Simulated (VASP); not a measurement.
**VASP 6.6.1, PBE single-point calculation, CdI$_{2}$ (strained 1T (CdI2) bulk)**

INCAR

```
LREAL = .FALSE.
ISIF = 2
LELF = .TRUE.
PREC = Accurate
LWAVE = .FALSE.
NBANDS = 20
GGA = PE
SIGMA = 0.02
LASPH = .TRUE.
EDIFF = 1E-7
ISMEAR = -1
NSW = 0
IBRION = -1
ENCUT = 520
LCHARG = .TRUE.
NELM = 120
```

KPOINTS

```
KPOINTS created by Atomic Simulation Environment
0
Gamma
12 12 4
0 0 0
```

KPOINTS_OPT

```
special points
7
Reciprocal
0.0000000000 0.0000000000 0.0000000000 1
0.5000000000 0.0000000000 0.0000000000 1
0.3333333333 0.3333333333 0.0000000000 1
0.0000000000 0.0000000000 0.5000000000 1
0.5000000000 0.0000000000 0.5000000000 1
0.3333333333 0.3333333333 0.5000000000 1
0.0000000000 0.1770830000 -0.1354170000 1
```

POSCAR

```
Cd I
 1.0000000000000000
     4.4168890774924865   -0.0000000000288674    0.0000000000000000
    -2.2084445387212428    3.8251381468209407    0.0000000000000000
     0.0000000000000000    0.0000000000000000    7.1708261532000002
 Cd  I
   1   2
Cartesian
  0.0000000000000000  0.0000000000000000  0.0000000000000000
  0.0000000000166667  2.5500920978710044  1.6632598021438281
  2.2084445387545761  1.2750460489210684  5.5075663510561688
```

VASP ran with the recommended PBE PAW datasets (26 valence electrons in the cell).

Command

```
mpirun -np 1 vasp_std
```

OSZICAR

```
N       E                     dE             d eps       ncg     rms          rms(c)
DAV:   1     0.159944589903E+03    0.15994E+03   -0.11281E+04  2760   0.110E+03
DAV:   2     0.414724962042E+01   -0.15580E+03   -0.15066E+03  3292   0.242E+02
DAV:   3    -0.573032572660E+01   -0.98776E+01   -0.98454E+01  3288   0.611E+01
DAV:   4    -0.590303628207E+01   -0.17271E+00   -0.17268E+00  3600   0.777E+00
DAV:   5    -0.590493587426E+01   -0.18996E-02   -0.18996E-02  3340   0.837E-01    0.542E+00
DAV:   6    -0.556375509595E+01    0.34118E+00   -0.57796E-01  2852   0.735E+00    0.469E+00
DAV:   7    -0.553178107807E+01    0.31974E-01   -0.18318E-01  3076   0.256E+00    0.212E+00
DAV:   8    -0.553180520301E+01   -0.24125E-04   -0.22171E-02  2996   0.154E+00    0.387E-01
DAV:   9    -0.553176734497E+01    0.37858E-04   -0.26889E-03  3136   0.519E-01    0.104E-01
DAV:  10    -0.553177491597E+01   -0.75710E-05   -0.35492E-04  3032   0.189E-01    0.367E-02
DAV:  11    -0.553179360875E+01   -0.18693E-04   -0.52570E-05  3100   0.575E-02    0.187E-02
DAV:  12    -0.553179286045E+01    0.74830E-06   -0.62041E-06  3124   0.259E-02    0.108E-02
DAV:  13    -0.553179276481E+01    0.95638E-07   -0.11309E-06  3096   0.635E-03    0.279E-03
DAV:  14    -0.553179272708E+01    0.37734E-07   -0.28246E-07  2968   0.383E-03
   1 F= -.55317927E+01 E0= -.55317927E+01  d E =-.346682E-10
       N       E                     dE             ncg
DAV:   1     0.462180927723E+04   -0.31667E+04      280
DAV:   2     0.353413208132E+04   -0.10877E+04      352
DAV:   3     0.346891641305E+04   -0.65216E+02      324
DAV:   4     0.346775695338E+04   -0.11595E+01      384
DAV:   5     0.346774844321E+04   -0.85102E-02      340
DAV:   6     0.346774826067E+04   -0.18255E-03      380
DAV:   7     0.346774825767E+04   -0.29972E-05      344
DAV:   8     0.346774825756E+04   -0.10811E-06      260
DAV:   9     0.346774825755E+04   -0.61227E-08      200
```

From OUTCAR

```
k-points           NKPTS =     69   k-points in BZ     NKDIM =     69   number of bands    NBANDS=     20

   NELECT =      26.0000    total number of electrons

   dimension x,y,z NGX =    36 NGY =   36 NGZ =   54
   dimension x,y,z NGXF=    72 NGYF=   72 NGZF=  108

  energy-cutoff  :      520.00
  volume of cell :      121.15
      direct lattice vectors                 reciprocal lattice vectors
     4.416889077 -0.000000000  0.000000000     0.226403693  0.130714233  0.000000000
    -2.208444539  3.825138147  0.000000000     0.000000000  0.261428467  0.000000000
     0.000000000  0.000000000  7.170826153     0.000000000  0.000000000  0.139453946

 k-points in reciprocal lattice and weights: KPOINTS created by Atomic Simulation Env
   0.00000000  0.00000000  0.00000000       0.002
   0.08333333 -0.00000000  0.00000000       0.010
   0.16666667  0.00000000  0.00000000       0.010
   0.25000000  0.00000000  0.00000000       0.010
   0.33333333  0.00000000  0.00000000       0.010
   0.41666667  0.00000000  0.00000000       0.010
   0.50000000  0.00000000  0.00000000       0.005
   0.08333333  0.08333333  0.00000000       0.010
   ...

 E-fermi :   1.2851

 k-point     1 :       0.0000    0.0000    0.0000
  band No.  band energies     occupation
      1     -10.8239      2.00000
      2     -10.2411      2.00000
      3      -6.5299      2.00000
      4      -6.5299      2.00000
      5      -6.4150      2.00000
      6      -6.3563      2.00000
      7      -6.3563      2.00000
      8      -2.2430      2.00000
      9       0.5680      2.00000
     10       0.5680      2.00000
     11       0.7298      2.00000
     12       0.7298      2.00000
     13       0.8451      2.00000
     14       3.2048      0.00000
     15       5.3076      0.00000
     16       7.0280      0.00000
     17       7.0280      0.00000
     18       8.6819      0.00000
     19       9.8609      0.00000
     20       9.8610      0.00000

 k-point     2 :       0.0833   -0.0000    0.0000
  band No.  band energies     occupation
      1     -10.7964      2.00000
      2     -10.2394      2.00000
      3      -6.5256      2.00000
      4      -6.5133      2.00000
      5      -6.4100      2.00000
      6      -6.3578      2.00000
      7      -6.3556      2.00000
      8      -2.2271      2.00000
      9       0.2248      2.00000
     10       0.4248      2.00000
     11       0.6088      2.00000
     12       0.7976      2.00000
     13       0.8450      2.00000
     14       3.4650      0.00000
     15       5.5539      0.00000
     16       6.7311      0.00000
     17       7.1291      0.00000
     18       9.0228      0.00000
     19       9.3651      0.00000
     20       9.8915      0.00000

 k-point     3 :       0.1667    0.0000    0.0000
  band No.  band energies     occupation
      1     -10.7190      2.00000
      2     -10.2355      2.00000
      3      -6.5152      2.00000
      4      -6.4683      2.00000
      5      -6.3963      2.00000
      6      -6.3606      2.00000
      7      -6.3521      2.00000
      8      -2.1972      2.00000
      9      -0.3805      2.00000
     10       0.1802      2.00000
     11       0.2196      2.00000
     12       0.8332      2.00000
     13       0.8436      2.00000
     14       3.9011      0.00000
     15       5.9072      0.00000
     16       6.6125      0.00000
     17       7.3660      0.00000
     18       8.6823      0.00000
     19       9.2301      0.00000
     20       9.5412      0.00000

 k-point     4 :       0.2500    0.0000    0.0000
  band No.  band energies     occupation
      1     -10.6062      2.00000
      2     -10.2324      2.00000
      3      -6.5046      2.00000
      4      -6.4218      2.00000
      5      -6.3706      2.00000
      6      -6.3530      2.00000
      7      -6.3432      2.00000
      8      -2.2179      2.00000
      9      -0.9149      2.00000
     10      -0.2193      2.00000
     11      -0.0740      2.00000
     12       0.7892      2.00000
     13       0.8414      2.00000
     14       4.0032      0.00000
     15       5.9566      0.00000
     16       7.2171      0.00000
     17       7.5675      0.00000
     18       8.1917      0.00000
     19       8.8885      0.00000
     20       9.5973      0.00000

 k-point     5 :       0.3333    0.0000    0.0000
  band No.  band energies     occupation
      1     -10.4812      2.00000
      2     -10.2351      2.00000
      3      -6.4984      2.00000
      4      -6.4136      2.00000
      5      -6.3536      2.00000
      6      -6.3291      2.00000
      7      -6.2947      2.00000
      8      -2.3625      2.00000
      9      -1.2499      2.00000
     10      -0.5135      2.00000
     11      -0.2904      2.00000
     12       0.6959      2.00000
     13       0.8162      2.00000
     14       3.7848      0.00000
     15       6.0495      0.00000
     16       7.4581      0.00000
     17       7.6211      0.00000
     18       8.1418      0.00000
     19       9.1539      0.00000
     20       9.6219      0.00000

 k-point     6 :       0.4167    0.0000    0.0000
  band No.  band energies     occupation
      1     -10.3707      2.00000
      2     -10.2515      2.00000
      3      -6.4965      2.00000
      4      -6.4186      2.00000
      5      -6.3437      2.00000
      6      -6.3157      2.00000
      7      -6.2361      2.00000
      8      -2.5478      2.00000
      9      -1.4488      2.00000
     10      -0.5808      2.00000
     11      -0.4344      2.00000
     12       0.5730      2.00000
     13       0.7912      2.00000
     14       3.5654      0.00000
     15       6.0392      0.00000
     16       7.3014      0.00000
     17       7.5929      0.00000
     18       8.4478      0.00000
     19       9.4772      0.00000
     20       9.9368      0.00000

 k-point     7 :       0.5000    0.0000    0.0000
  band No.  band energies     occupation
      1     -10.2990      2.00000
      2     -10.2877      2.00000
      3      -6.4963      2.00000
      4      -6.4215      2.00000
      5      -6.3401      2.00000
      6      -6.3103      2.00000
      7      -6.2131      2.00000
      8      -2.6262      2.00000
      9      -1.5256      2.00000
     10      -0.5631      2.00000
     11      -0.4848      2.00000
     12       0.5084      2.00000
     13       0.7813      2.00000
     14       3.4833      0.00000
     15       6.0158      0.00000
     16       7.2294      0.00000
     17       7.5734      0.00000
     18       8.5830      0.00000
     19       9.6104      0.00000
     20      10.0971      0.00000

 k-point     8 :       0.0833    0.0833    0.0000
  band No.  band energies     occupation
      1     -10.7440      2.00000
      2     -10.2366      2.00000
      3      -6.5179      2.00000
      4      -6.4824      2.00000
      5      -6.4011      2.00000
      6      -6.3600      2.00000
      7      -6.3535      2.00000
      8      -2.2037      2.00000
      9      -0.1399      2.00000
     10       0.0239      2.00000
     11       0.6214      2.00000
     12       0.6778      2.00000
     13       0.8560      2.00000
     14       3.8069      0.00000
     15       5.9476      0.00000
     16       6.4292      0.00000
     17       7.3241      0.00000
     18       8.8850      0.00000
     19       9.2630      0.00000
     20       9.5197      0.00000

 k-point     9 :       0.1667    0.0833    0.0000
  band No.  band energies     occupation
      1     -10.6488      2.00000
      2     -10.2329      2.00000
      3      -6.5061      2.00000
      4      -6.4329      2.00000
      5      -6.3854      2.00000
      6      -6.3590      2.00000
      7      -6.3469      2.00000
      8      -2.1963      2.00000
      9      -0.6611      2.00000
     10      -0.3441      2.00000
     11       0.3001      2.00000
     12       0.6613      2.00000
     13       0.8563      2.00000
     14       4.0655      0.00000
     15       6.1416      0.00000
     16       6.7014      0.00000
     17       7.5612      0.00000
     18       8.3865      0.00000
     19       8.8111      0.00000
     20       9.7321      0.00000

 k-point    10 :       0.2500    0.0833    0.0000
  band No.  band energies     occupation
      1     -10.5299      2.00000
      2     -10.2320      2.00000
      3      -6.4954      2.00000
      4      -6.4080      2.00000
      5      -6.3631      2.00000
      6      -6.3363      2.00000
      7      -6.3257      2.00000
      8      -2.2818      2.00000
      9      -1.0810      2.00000
     10      -0.5849      2.00000
     11      -0.0694      2.00000
     12       0.6176      2.00000
     13       0.8143      2.00000
     14       3.9753      0.00000
     15       6.2354      0.00000
     16       7.2690      0.00000
     17       7.6947      0.00000
     18       8.0499      0.00000
     19       8.7408      0.00000
     20       9.7209      0.00000

 ...

  Total       -0.3671687     -0.3671687      0.4311885      0.0000000     -0.0000000      0.0000000
  in kB       -4.8556056     -4.8556056      5.7022329      0.0000000     -0.0000000      0.0000000
  external PRESSURE =      -1.3363261 kB  Pullay stress =       0.0000000 kB

 POSITION                                       TOTAL-FORCE (eV/Angst)
 -----------------------------------------------------------------------------------
      0.00000      0.00000      0.00000         0.000000      0.000000      0.000000
      0.00000      2.55009      1.66326        -0.000000     -0.000000      0.073530
      2.20844      1.27505      5.50757         0.000000      0.000000     -0.073530
 -----------------------------------------------------------------------------------
    total drift:                               -0.000000      0.000000     -0.000000

  FREE ENERGIE OF THE ION-ELECTRON SYSTEM (eV)
  ---------------------------------------------------
  free  energy   TOTEN  =        -5.5317927271 eV

  energy  without entropy=       -5.5317927270  energy(sigma->0) =       -5.53179273
```

| Item | Value |
| --- | --- |
| gap between bands v and c | 2.34 eV |
| least direct gap | 2.36 eV |
| pressure | -0.1 GPa |
| largest force | 0.07 eV/Å |

Band v is the last that the valence electrons fill when counted band by band, and c is the next.

The run took about 2.2 min on one core of a shared host (Intel Xeon Platinum 8488C) and held 0.43 GiB at most.
